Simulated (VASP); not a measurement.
**ZnSe: single point with PBEsol**

The system is ZnSe.

```
Zn Se
1.0
     4.14878    0.00000    0.00000
     0.00000    4.06662    0.00000
     0.00000    0.00000    6.07035
Zn Se
2 2
Cartesian
  0.0000 0.0000 0.0000
  2.0744 2.0333 0.0000
  0.0000 2.0333 1.4950
  2.0744 0.0000 4.5753
```

The cell comes from a database or a generator and needn't be the stable form of this composition.

The cell isn't the ideal one: strain +0.0100 x Voigt [1, -1, 0, 0, 0, 0], atoms carried along.

| Property | Result |
| --- | --- |
| Program | VASP 6.6.1 |
| Task | single point |
| Functional | PBEsol |
| Potentials or basis | VASP PAW PBE potentials, release 64 (Zn, Se) |
| Cutoff | 520 eV |
| k mesh | 8 × 8 × 6 |
| Occupations | gaussian, width 0.05 eV |
| Spin | no spin polarisation |
| Dipole correction | no |
| Further INCAR settings | ALGO = Fast; EDIFF = 1e-07; NBANDS = 26 |

| Item | Value |
| --- | --- |
| Pressure | -2.6 GPa |
| Largest force | 0.349 eV/Å |
| Band gap on the k mesh | 1.82 eV, direct |

Forces in eV/Å, atoms in the order of the input:
```
Zn   0.000  0.000 -0.033
Zn   0.000  0.000  0.033
Se   0.000  0.000 -0.349
Se   0.000  0.000  0.349
```

Stress tensor (GPa, compression positive):
```
-3.43  0.00  0.00
 0.00 -2.11  0.00
 0.00  0.00 -2.12
```

Levels at points of the mesh, in eV from the valence-band top:
| k point | band 16 | band 17 | band 18 | band 19 | band 20 | band 21 |
| --- | --- | --- | --- | --- | --- | --- |
| (0.00, 0.00, 0.00) | -0.07 | -0.05 | 0.00 | 1.82 | 1.84 | 2.91 |
| (0.50, 0.00, 0.00) | -1.56 | -0.77 | -0.77 | 3.48 | 3.48 | 5.82 |
| (0.00, 0.50, 0.00) | -1.56 | -0.84 | -0.84 | 3.29 | 3.29 | 5.84 |
| (0.50, 0.50, 0.00) | -2.22 | -2.06 | -2.06 | 3.31 | 3.31 | 3.51 |
| (0.00, 0.00, 0.50) | -1.18 | -0.35 | -0.26 | 1.94 | 3.25 | 3.57 |
| (0.50, 0.00, 0.50) | -0.77 | -0.74 | -0.74 | 2.62 | 2.62 | 5.73 |
| (0.00, 0.50, 0.50) | -0.82 | -0.81 | -0.81 | 2.48 | 2.48 | 5.76 |
| (0.50, 0.50, 0.50) | -2.48 | -2.42 | -2.42 | 4.52 | 4.52 | 4.77 |

It took 2.2 min on 1 thread of AMD EPYC 9R45 96-Core Processor (Zen 5) (shared host), peak memory 0.34 GiB.

Caveat: the PAW data sets were made with another functional, which shifts forces and pressure a little. A k mesh can miss the band edges.
